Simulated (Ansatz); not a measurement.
**Is this PbSe structure a true minimum?**

The structure comes from a generated guess, relaxed at this level; another structure or a mixture of phases may lie lower.

These are results of DFT PBE, scalar-relativistic, plane waves, PAW in Ansatz 0.2.0, not measurements. Cutoff 420 eV; k points 9×9×6 on the computed 4-atom cell (Γ-centred); Gaussian smearing, width 0.01 eV; no spin polarisation.

The cell below (4 atoms, space group P6_3/mmc (No. 194)) is relaxed within its symmetry.

```xyz
4
Lattice="4.2700 0.0000 0.0000 -2.1350 3.6979 0.0000 0.0000 0.0000 7.6463" Properties=species:S:1:pos:R:3 pbc="T T T"
Pb    2.1350    1.2326    5.7347
Pb    0.0000    2.4653    1.9116
Se    0.0000    0.0000    0.0000
Se    0.0000    0.0000    3.8231
```

For the test a repeat of it with 8 atoms (edges 4.27, 7.40, 7.65 Å) was strained at random (σ = 1.5 % a component), the atoms were moved at random (σ = 0.15 Å), and all was relaxed again on a coarse 4×2×2 mesh (in the run’s order of axes) with 0.10 eV smearing, with no symmetry imposed.

These runs have no spin–orbit coupling, which can matter for Pb.

Q: Is the structure stable against such a distortion?

A: It doesn't return. The energy falls by 33 meV/atom on that mesh, the volume changes by 6.3 %, and the end has space group P6_3mc (No. 186) at a loose tolerance. Relaxed again on an 8×8×4 mesh with 0.02 eV smearing, the new structure lies 7 meV/atom below the first (mesh in the axes of the run's cell; the cell below is made exact in the group named). Space group P6_3mc (No. 186), hexagonal, a = 4.267 Å, c = 7.928 Å. Pb has 3 Se at 2.96 Å and 3 Se at 3.39 Å; Se has 3 Pb at 2.96 Å and 3 Pb at 3.39 Å.

```
Pb Se
1.0
     4.26722    0.00000    0.00000
    -2.13361    3.69552    0.00000
     0.00000    0.00000    7.92769
Pb Se
2 2
Cartesian
  2.1336 1.2318 1.8064
  0.0000 2.4637 5.7702
  0.0000 0.0000 4.1382
  0.0000 0.0000 0.1743
```
